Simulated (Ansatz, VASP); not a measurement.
SnTe: VASP beside Ansatz

File INCAR:

```
PREC = Accurate
ENCUT = 600
EDIFF = 1E-6
ISMEAR = 0
SIGMA = 0.01
LREAL = False
LASPH = True
NELM = 80
ALGO = Normal
ISIF = 3
LWAVE = False
LCHARG = False
GGA = PS
IBRION = 2
NSW = 100
EDIFFG = -0.005
```

KPOINTS

```
Automatic mesh
0
Gamma
  10 10 10
```

Contents of POSCAR:

```
SnTe
1.0
    0.0000000000      3.1508500000      3.1508500000
    3.1508500000      0.0000000000      3.1508500000
    3.1508500000      3.1508500000      0.0000000000
Sn Te
1 1
Direct
    0.0000000000      0.0000000000      0.0000000000
    0.5000000000      0.5000000000      0.5000000000
```

Input for Ansatz:

```yaml
crystal:
  lattice:
    - [0.0, 3.15085, 3.15085]
    - [3.15085, 0.0, 3.15085]
    - [3.15085, 3.15085, 0.0]
  atoms:
    - { symbol: Sn, position: [0.0, 0.0, 0.0] }
    - { symbol: Te, position: [0.5, 0.5, 0.5] }
basis:
  ecutwfc: 420
kpoints:
  mp_grid: { grid: [10, 10, 10] }
hamiltonian:
  xc: pbesol
scf:
  occupations: { method: gaussian, width: 0.01 }
output:
  forces: true
  stress: true
  eigenvalues: true
relax:
  adjacent_minimum: "off"
  f_tol: 0.005
  max_steps: 80
  cell: { stress_tol: 0.05 }
```

Alike in both runs: task relaxation of cell and atoms; functional PBEsol; k mesh 10 × 10 × 10; occupations gaussian, width 0.01 eV; no spin polarisation.

|  | VASP | Ansatz |
| --- | --- | --- |
| version | VASP 6.6.1 | Ansatz 0.2.0 |
| potentials or method | VASP PAW PBE potentials, release 64 (Sn_d, Te) | scalar-relativistic, plane waves, PAW |
| plane-wave cutoff (eV) | 600 | 420 |
| valence electrons in the cell | 20 | 30 |

VASP gave:

```
gap on the k mesh at the Fermi level, each at its own relaxed structure (eV) : 0.16
relaxed volume (Å³/atom)                                                     : 31.10
relaxed cell length with the largest relative difference (Å)                 : 4.447
```

Which values does Ansatz return?

gap on the k mesh at the Fermi level, each at its own relaxed structure (eV): 0.16; relaxed volume (Å³/atom): 31.08; relaxed cell length with the largest relative difference (Å): 4.446.

The two sets of potentials don't hold the same shells in valence.

Caveats: the PAW data sets were made with another functional, which shifts forces and pressure a little (VASP); spin-orbit coupling is left out, which moves the levels of the heavy elements.
